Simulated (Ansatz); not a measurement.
A run of Ansatz 0.2.0 is set up as follows.

The input input.yaml:

```yaml
crystal:
  lattice:
    - [3.8313174605, 0.0, 0.0]
    - [-1.9156587303, 3.3180182508, 0.0]
    - [0.0, 0.0, 6.3326220002]
  atoms:
    - { symbol: Si, position: [0.6666666667, 0.3333333333, 0.9369905] }
    - { symbol: Si, position: [0.3333333333, 0.6666666667, 0.4369905] }
    - { symbol: Si, position: [0.6666666667, 0.3333333333, 0.5630095] }
    - { symbol: Si, position: [0.3333333333, 0.6666666667, 0.0630095] }
hamiltonian:
  xc: pbe
  pseudopotentials: { kind: paw }
kpoints:
  mp_grid: { grid: [8, 8, 4] }
scf:
  occupations: { method: gaussian, width: 0.011 }
output:
  forces: true
  stress: true
  eigenvalues: true
```

Potentials or basis: Ansatz PAW.

Launch:

```console
$ ansatz run input.yaml --threads 2 --pin off --max-ram 5632MiB --backend cpu --events-out ev --progress --plain --runs-dir out
```

Q: Estimate the band gap on the k mesh.

A: 0.42 eV, indirect (least direct gap 1.03 eV).

Q: Estimate the largest force.

A: 0.008 eV/Å.

Q: Estimate the pressure.

A: 1.4 GPa.

Forces on the atoms (eV/Å):
```
Si   0.000  0.000  0.008
Si   0.000  0.000  0.008
Si   0.000  0.000 -0.008
Si   0.000  0.000 -0.008
```

A k mesh can miss the band edges. PBE gaps usually lie below the measured ones, often by a third to a half.
